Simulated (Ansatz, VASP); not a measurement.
## One calculation of CuAu, two programs

```
Au Cu
1.0
     1.44306    0.83315    4.25617
    -1.44306    0.83315    4.25617
     0.00000   -1.66630    4.25617
Au Cu
1 1
Cartesian
  0.0000 0.0000 0.0000
  0.0000 0.0000 6.3843
```

The cell comes from a database or a generator and needn't be the stable form of this composition.

Alike in both runs: task single point; functional PBEsol; k mesh 11 × 11 × 11; occupations fermi-dirac, width 0.05 eV; no spin polarisation.

|  | VASP | Ansatz |
| --- | --- | --- |
| version | VASP 6.6.1 | Ansatz 0.2.0 |
| potentials or method | VASP PAW PBE potentials, release 64 (Au, Cu) | Ansatz PAW |
| plane-wave cutoff (eV) | 520 | 420 |
| valence electrons in the cell | 22 | 38 |

VASP gave:

- gap on the k mesh at the Fermi level (eV): none
- pressure (GPa): -7.9
- largest component of the traceless stress (GPa): 1.12

Which values does Ansatz return?

gap on the k mesh at the Fermi level (eV): none; pressure (GPa): -8.1; largest component of the traceless stress (GPa): 0.99.

A gap of «none» marks a metal or a gap that the smearing closes. The two sets of potentials don't hold the same shells in valence.

Caveats: the PAW data sets were made with another functional, which shifts forces and pressure a little (VASP); the PAW data sets come from PBE, with cores solved anew for the run's functional, which leaves a small shift of forces and pressure (Ansatz). Spin-orbit coupling is left out, which matters for the levels of Au.
